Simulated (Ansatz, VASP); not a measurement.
**Two plane-wave programs on SiC (Moissanite 3C)**

```xyz
2
Lattice="0.0000 2.1790 2.1790 2.1790 0.0000 2.1790 2.1790 2.1790 0.0000" Properties=species:S:1:pos:R:3 pbc="T T T"
Si    0.0000    0.0000    0.0000
C     3.2685    3.2685    3.2685
```

Alike in both runs: task single point; functional PBE; k mesh 10 × 10 × 10; occupations gaussian, width 0.019 eV; no spin polarisation.

|  | VASP | Ansatz |
| --- | --- | --- |
| version | VASP 6.6.1 | Ansatz 0.2.0 |
| potentials or method | VASP PAW PBE potentials, release 64 (Si, C) | Ansatz PAW |
| plane-wave cutoff (eV) | 520 | 420 |
| valence electrons in the cell | 8 | 8 |

|  | VASP | Ansatz | Ansatz less VASP |
| --- | --- | --- | --- |
| gap on the k mesh at the Fermi level (eV) | 1.36 | 1.36 | +0.003 |
| least direct gap on the mesh (eV) | 4.54 | 4.55 | +0.004 |
| pressure (GPa) | 3.2 | 3.3 | +0.06 |

The functional is the same, so the differences come from potentials, cutoffs and numerics.

A k mesh can miss the band edges.
